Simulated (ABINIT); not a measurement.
Here is an ABINIT 10.8.3 (patched build) calculation.

Contents of run.abi:

```
# Datasets: one volume each
ndtset 7
getwfk -1
scalecart1 3*0.9795861087
scalecart2 3*0.9864848297
scalecart3 3*0.9932883884
scalecart4 3*1.0000000000
scalecart5 3*1.0066227096
scalecart6 3*1.0131594038
scalecart7 3*1.0196128224

# Pseudopotentials
pp_dirpath "./"
pseudos "Hf.GGA_PBE-JTH.xml, C.GGA_PBE-JTH.xml"

# Structure
acell 3.2880465325 3.2880465325 3.2880465325 Angstrom
rprim
     0.0000000000     0.7071067812     0.7071067812
     0.7071067812     0.0000000000     0.7071067812
     0.7071067812     0.7071067812     0.0000000000
ntypat 2
znucl 72 6
natom 2
typat 1 2
xred
     0.5000000000     0.5000000000     0.5000000000
     0.0000000000     0.0000000000     0.0000000000

# Plane-wave basis
ecut 23.0
pawecutdg 45.0
pawxcdev 0

# k points
kptopt 1
ngkpt 10 10 10
nshiftk 1
shiftk 0.0 0.0 0.0

# Exchange and correlation
ixc -109134

# Bands and occupations
nband 12
occopt 3
tsmear 0.00183747

# SCF cycle
nstep 100
tolvrs 1.0e-9

# Output
iomode 3
prtwf 1
prtden 0
prteig 0
prtebands 0
enunit 2
```

Potentials or basis: JTH PAW PBE v2.0.

The run is started by

```bash
$ abinit run.abi > log 2>&1
```

Q: Predict the pressure derivative of the bulk modulus.

A: 4.0.

Q: Predict the bulk modulus.

A: 240 GPa.

Energy against volume, from the lowest point:
```tsv
volume (Å³/atom)	energy (meV/atom)
11.814	36.86
12.065	15.64
12.317	3.63
12.568	0.00
12.819	3.83
13.071	14.43
13.322	31.27
```

Caveat: pressures at fixed basis lie under the slope of the energies; the PAW data sets were made with another functional, which shifts forces and pressure a little. Spin-orbit coupling is left out, which matters for the levels of Hf.
